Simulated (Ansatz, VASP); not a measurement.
**MgO: VASP beside Ansatz**

INCAR

```
SYSTEM = MgO
PREC = Accurate
ENCUT = 520
EDIFF = 1E-6
ISMEAR = 0
SIGMA = 0.05
LREAL = .FALSE.
LASPH = .TRUE.
NELM = 60
ALGO = Normal
ISIF = 2
LWAVE = .FALSE.
LCHARG = .TRUE.
LELF = .TRUE.
LVHAR = .TRUE.
NBANDS = 11
```

The input KPOINTS:

```
regular mesh
0
G
  9 9 8
  0 0 0
```

The input POSCAR:

```
MgO
1.0
    3.0261615305      0.0000000000      0.0000000000
   -1.5130807653      2.6207327614      0.0000000000
    0.0000000000      0.0000000000      2.7600704000
Mg O
1 1
Direct
    0.0000000000      0.0000000000      0.0000000000
    0.3333333333      0.6666666667      0.5000000000
```

Input for Ansatz:

```yaml
crystal:
  lattice:
    - [3.0261615305, 0.0, 0.0]
    - [-1.5130807653, 2.6207327614, 0.0]
    - [0.0, 0.0, 2.7600704]
  atoms:
    - { symbol: Mg, position: [0.0, 0.0, 0.0] }
    - { symbol: O, position: [0.3333333333, 0.6666666667, 0.5] }
basis:
  ecutwfc: 420
kpoints:
  mp_grid: { grid: [9, 9, 8] }
hamiltonian:
  xc: lda
scf:
  occupations: { method: gaussian, width: 0.05 }
output:
  forces: true
  stress: true
  eigenvalues: true
```

Change from the starting cell: strain +0.030 along x and y, +0.030 along z, atoms carried along.

Alike in both runs: task single point; functional LDA; k mesh 9 × 9 × 8; occupations gaussian, width 0.05 eV; no spin polarisation.

|  | VASP | Ansatz |
| --- | --- | --- |
| version | VASP 6.6.1 | Ansatz 0.2.0 |
| potentials or method | VASP PAW LDA potentials, release 64 (Mg, O) | scalar-relativistic, plane waves, PAW |
| plane-wave cutoff (eV) | 520 | 420 |
| valence electrons in the cell | 8 | 16 |

|  | VASP | Ansatz | Ansatz less VASP |
| --- | --- | --- | --- |
| gap on the k mesh at the Fermi level (eV) | 2.32 | 2.33 | +0.006 |
| least direct gap on the mesh (eV) | 2.71 | 2.71 | +0.003 |
| pressure (GPa) | -19.5 | -18.1 | +1.45 |
| largest component of the traceless stress (GPa) | 2.50 | 2.44 | -0.056 |

The two sets of potentials don't hold the same shells in valence.

Caveats: so large a pressure means that the cell lies far from this level's equilibrium, or that cutoff or potentials fall short (VASP); an odd mesh through Γ misses points on the zone boundary, where band edges often lie.
